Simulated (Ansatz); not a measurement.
## CdO (Monteponite) under changes of volume

One of the cells (12.970 Å³/atom); the others are scaled copies at fixed shape and fractional positions:

```xyz
2
Lattice="0.0000 2.3495 2.3495 2.3495 0.0000 2.3495 2.3495 2.3495 0.0000" Properties=species:S:1:pos:R:3 pbc="T T T"
Cd    0.0000    0.0000    0.0000
O     2.3495    2.3495    2.3495
```

* Program: Ansatz 0.2.0
* Functional: PBE
* Potentials or basis: SSSP precision PAW
* Cutoff: 1361 eV
* Density cutoff: 13606 eV
* k mesh: 10 × 10 × 10
* Occupations: fermi-dirac, width 0.05 eV
* Spin: no spin polarisation

```tsv
volume (Å³/atom)	energy over the lowest point (meV/atom)	pressure (GPa)
12.191	66.13	17.2
12.451	41.59	13.1
12.710	23.35	9.5
12.970	?	?
13.229	3.11	3.3
13.488	0.00	0.6
13.748	0.90	-1.7
```

Q: What does the run at 12.970 Å³/atom give?

A: Energy over the lowest point 10.72 meV/atom; pressure 6.2 GPa.

Worked out: A Birch-Murnaghan fit of order 3 (a polynomial in V^(-2/3)) to the other rows has its minimum at 13.56 Å³/atom with B0 = V·E''(V) = 126 GPa and B' = 4.7. It gives 10.71 meV/atom at 12.970 Å³/atom, against the run's 10.72, and -dE/dV = 6.2 GPa, against 6.2.

Energies are extrapolated to zero smearing.
